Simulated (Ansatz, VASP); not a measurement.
Given: the input of a run of VASP 6.6.1 on Be.

Contents of INCAR:

```
SYSTEM = Be
PREC = Accurate ; ENCUT = 520
EDIFF = 1E-6 ; ISMEAR = -1
SIGMA = 0.05 ; LREAL = .FALSE.
LASPH = .TRUE. ; NELM = 80
ALGO = Normal ; ISIF = 2
LWAVE = .FALSE. ; LCHARG = .FALSE.
GGA = PE ; NBANDS = 7
```

KPOINTS

```
Automatic mesh
0
G
  15 15 15
  0 0 0
```

File POSCAR:

```
Be
1.0
   -1.2696112759      1.2696112759      1.2696112759
    1.2696112759     -1.2696112759      1.2696112759
    1.2696112759      1.2696112759     -1.2696112759
Be
1
Direct
    0.0000000000      0.0000000000      0.0000000000
```

Potentials or basis: VASP PAW PBE potentials, release 64 (Be).

Command:

```sh
$ cat potpaw_PBE.64/Be/POTCAR > POTCAR
$ mpirun -np 1 vasp_std > vasp.out
```

Q: Set up the same calculation for Ansatz 0.2.0. Potentials there: all-electron LAPW, scalar-relativistic.

A: As run (the cutoff follows the program's own potentials):

Contents of input.yaml:

```yaml
crystal:
  lattice:
    - [-1.2696112759, 1.2696112759, 1.2696112759]
    - [1.2696112759, -1.2696112759, 1.2696112759]
    - [1.2696112759, 1.2696112759, -1.2696112759]
  atoms:
    - { symbol: Be, position: [0.0, 0.0, 0.0] }
kpoints:
  mp_grid: { grid: [15, 15, 15] }
scf:
  occupations: { method: fermi_dirac, width: 0.05 }
hamiltonian:
  xc: pbe
  pseudopotentials: { kind: all_electron, lapw: { basis_error: 0.0005 } }
output:
  forces: true
  stress: true
  eigenvalues: true
```

Potentials or basis: all-electron LAPW, scalar-relativistic.

The run is started by

```console
$ ansatz run input.yaml --threads 1 --pin off --max-ram 2560MiB --backend cpu --events-out ev --progress --plain --runs-dir out
```

Both were run:

|  | VASP | Ansatz | Ansatz less VASP |
| --- | --- | --- | --- |
| gap on the k mesh at the Fermi level (eV) | none | none | - |
| pressure (GPa) | -5.2 | -5.3 | -0.15 |

A gap of «none» marks a metal or a gap that the smearing closes. Ansatz ran all-electron here, so the differences hold the error of VASP's frozen core and of both bases.
